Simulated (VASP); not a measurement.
The system is SnSe.

```
Sn Se
1.0
    11.42000    0.00000    0.00000
     0.00000    4.19000    0.00000
     0.00000    0.00000    4.46000
Sn Se
4 4
Direct
  0.87700 0.75000 0.90900
  0.62300 0.25000 0.40900
  0.37700 0.75000 0.59100
  0.12300 0.25000 0.09100
  0.64300 0.75000 0.98400
  0.85700 0.25000 0.48400
  0.14300 0.75000 0.51600
  0.35700 0.25000 0.01600
```

| Item | Value |
| --- | --- |
| Program | VASP 6.6.1 |
| Task | relaxation of cell and atoms |
| Functional | LDA |
| Potentials or basis | VASP PAW LDA potentials, release 64 (Sn_d, Se) |
| Cutoff | 600 eV |
| k mesh | 3 × 6 × 6 |
| Occupations | fermi-dirac, width 0.05 eV |
| Spin | no spin polarisation |

At the start: pressure -1.9 GPa; volume 26.68 Å³/atom.

**Question.** Where does the relaxation end?

**Answer.** Over 12 steps the energy falls by 14.2 meV/atom and the volume is 25.19 Å³/atom (-5.6 %); space group Pnma (No. 62, to 0.05 Å).

The path:
```
step  energy change (eV)  largest force (eV/Å)  pressure (GPa)  volume (Å³)
   1              0.0000                0.1954           -1.90       213.41
   2             -0.0820                0.2583            0.50       203.75
   3             -0.0832                0.2417            0.22       204.74
   4             -0.0951                0.1343           -0.14       204.82
   5             -0.0972                0.0937           -0.34       204.87
   6             -0.1070                0.0665           -0.21       203.39
   7             -0.1115                0.0345            0.22       199.94
   8             -0.1130                0.0344            0.07       201.14
   9             -0.1131                0.0338            0.08       201.07
  10             -0.1135                0.0277           -0.04       201.46
  11             -0.1135                0.0260           -0.09       201.60
  12             -0.1138                0.0168           -0.05       201.53
```

Final structure:
```
Sn Se
1.0
    11.32085    0.00000    0.00000
     0.00000    4.12665    0.00000
     0.00000    0.00000    4.31379
Sn Se
4 4
Direct
  0.88181 0.75000 0.91144
  0.61819 0.25000 0.41144
  0.38181 0.75000 0.58856
  0.11819 0.25000 0.08856
  0.64149 0.75000 0.97934
  0.85851 0.25000 0.47934
  0.14149 0.75000 0.52066
  0.35851 0.25000 0.02066
```
